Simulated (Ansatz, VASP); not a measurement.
**Two plane-wave programs on GaP**

```
CELL_PARAMETERS angstrom
2.74646 2.74646 0.00000
-2.74646 2.74646 0.00000
0.00000 2.74646 2.69478
ATOMIC_POSITIONS crystal
Ga 0.00000 0.00000 0.00000
P 0.75000 0.25000 0.50000
```

Change from the starting cell: in-plane strain +0.01, out-of-plane length and atoms relaxed by PAW.

Alike in both runs: functional PBEsol; k mesh 8 × 8 × 8; no spin polarisation.

Ansatz relaxed the structure, and its values are those at the end. VASP's run is a single point on that final structure, the one shown.

```csv
,VASP,Ansatz
version,VASP 6.6.1,Ansatz 0.2.0
potentials or method,"VASP PAW PBE potentials, release 64 (Ga_d, P)","PAW with Ansatz's default frozen-core files, scalar-relativistic"
plane-wave cutoff (eV),520,420
occupations,"gaussian, width 0.01 eV",fixed
valence electrons in the cell,18,18
```

```csv
,VASP,Ansatz,Ansatz less VASP
pressure (GPa),-1.0,-0.9,+0.09
```

Caveats: the PAW data sets were made with another functional, which shifts forces and pressure a little (VASP). A k mesh can miss the band edges.
